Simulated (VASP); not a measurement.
Level of theory: PBE GGA, VASP's PBE PAW potentials (set 64) (plane waves; VASP 6.6.1).

Input for VASP

INCAR:
```
ALGO = Normal
EDIFF = 1E-8
ENCUT = 400
GGA = PE
IBRION = 8
ISIF = 2
ISMEAR = 0
LASPH = T
LCHARG = F
LEPSILON = T
LREAL = F
LWAVE = F
NELM = 100
NSW = 1
PREC = Accurate
SIGMA = 0.01
SYSTEM = CaF2
```

KPOINTS:
```
Automatic
0
gamma
7 7 7
0 0 0
```

**POSCAR**
```
CaF2
3.9121380
  0.0000000000   0.7071067023   0.7071067023
  0.7071067023   0.0000000000   0.7071067023
  0.7071067023   0.7071067023   0.0000000000
Ca F
1 2
direct
  0.0000000000   0.0000000000   0.0000000000
  0.7500000000   0.7500000000   0.7500000000
  0.2500000000   0.2500000000   0.2500000000
```

POTCAR, in this order: Ca_sv F (PBE.64 set). Program: vasp_std.

The run wrote:

OUTCAR:
```


   1 f  =    9.260612 THz    58.186139 2PiTHz  308.900754 cm-1    38.298795 meV
             X         Y         Z           dx          dy          dz
      0.000000  0.000000  0.000000     0.000000    0.000000   -0.000000
      4.149449  4.149449  4.149449    -0.157982   -0.683826    0.086163
      1.383150  1.383150  1.383150     0.157982    0.683826   -0.086163

   2 f  =    9.260612 THz    58.186139 2PiTHz  308.900754 cm-1    38.298795 meV
             X         Y         Z           dx          dy          dz
      0.000000  0.000000  0.000000    -0.000000   -0.000000   -0.000000
      4.149449  4.149449  4.149449     0.011517    0.085766    0.701792
      1.383150  1.383150  1.383150    -0.011517   -0.085766   -0.701792

   3 f  =    9.260612 THz    58.186139 2PiTHz  308.900754 cm-1    38.298795 meV
             X         Y         Z           dx          dy          dz
      0.000000  0.000000  0.000000     0.000000   -0.000000    0.000000
      4.149449  4.149449  4.149449     0.689136   -0.158198    0.008024
      1.383150  1.383150  1.383150    -0.689136    0.158198   -0.008024

   4 f  =    6.840618 THz    42.980869 2PiTHz  228.178448 cm-1    28.290509 meV
             X         Y         Z           dx          dy          dz
      0.000000  0.000000  0.000000     0.070244    0.138741    0.680744
      4.149449  4.149449  4.149449    -0.050918   -0.100569   -0.493453
      1.383150  1.383150  1.383150    -0.050918   -0.100569   -0.493453

   5 f  =    6.840618 THz    42.980869 2PiTHz  228.178448 cm-1    28.290509 meV
             X         Y         Z           dx          dy          dz
      0.000000  0.000000  0.000000     0.064744    0.679930   -0.145255
      4.149449  4.149449  4.149449    -0.046931   -0.492862    0.105292
      1.383150  1.383150  1.383150    -0.046931   -0.492862    0.105292

   6 f  =    6.840618 THz    42.980869 2PiTHz  228.178448 cm-1    28.290509 meV
             X         Y         Z           dx          dy          dz
      0.000000  0.000000  0.000000     0.691715   -0.077730   -0.055534
      4.149449  4.149449  4.149449    -0.501405    0.056344    0.040255
      1.383150  1.383150  1.383150    -0.501405    0.056344    0.040255

   7 f/i=    0.006358 THz     0.039947 2PiTHz    0.212070 cm-1     0.026293 meV
             X         Y         Z           dx          dy          dz
      0.000000  0.000000  0.000000     0.383949    0.595619    0.101121
      4.149449  4.149449  4.149449     0.264839    0.410844    0.069751
      1.383150  1.383150  1.383150     0.264839    0.410844    0.069751

   8 f/i=    0.006358 THz     0.039947 2PiTHz    0.212070 cm-1     0.026293 meV
             X         Y         Z           dx          dy          dz
      0.000000  0.000000  0.000000    -0.546277    0.291108    0.359502
      4.149449  4.149449  4.149449    -0.376809    0.200800    0.247976
      1.383150  1.383150  1.383150    -0.376809    0.200800    0.247976

   9 f/i=    0.006358 THz     0.039947 2PiTHz    0.212070 cm-1     0.026293 meV
             X         Y         Z           dx          dy          dz
      0.000000  0.000000  0.000000    -0.258008    0.269997   -0.610686
      4.149449  4.149449  4.149449    -0.177968    0.186238   -0.421237
      1.383150  1.383150  1.383150    -0.177968    0.186238   -0.421237

 ELASTIC MODULI CONTR FROM IONIC RELAXATION (kBar)
 Direction    XX          YY          ZZ          XY          YZ          ZX
 --------------------------------------------------------------------------------
 XX          -0.0000     -0.0000     -0.0000     -0.0000     -0.0000     -0.0000
 YY          -0.0000     -0.0000      0.0000      0.0000     -0.0000     -0.0000
 ZZ          -0.0000      0.0000     -0.0000     -0.0000     -0.0000      0.0000
 XY          -0.0000      0.0000     -0.0000    -44.0588     -0.0000      0.0000
 YZ          -0.0000     -0.0000     -0.0000     -0.0000    -44.0588     -0.0000
 ZX          -0.0000     -0.0000      0.0000      0.0000     -0.0000    -44.0588
 --------------------------------------------------------------------------------
```
(Selected blocks of OUTCAR.)

At this cut-off the stress carries a Pulay error, which pulls relaxed volumes low.

The structure comes from a computed database's CaF2 entry; how it stands against other phases isn't given here. The cell was not relaxed at this level. The run is one of a series of settings (EDIFF = 1E-8, IBRION = 8, LEPSILON = .TRUE., NSW = 1 against the base run), some of them coarse on purpose.
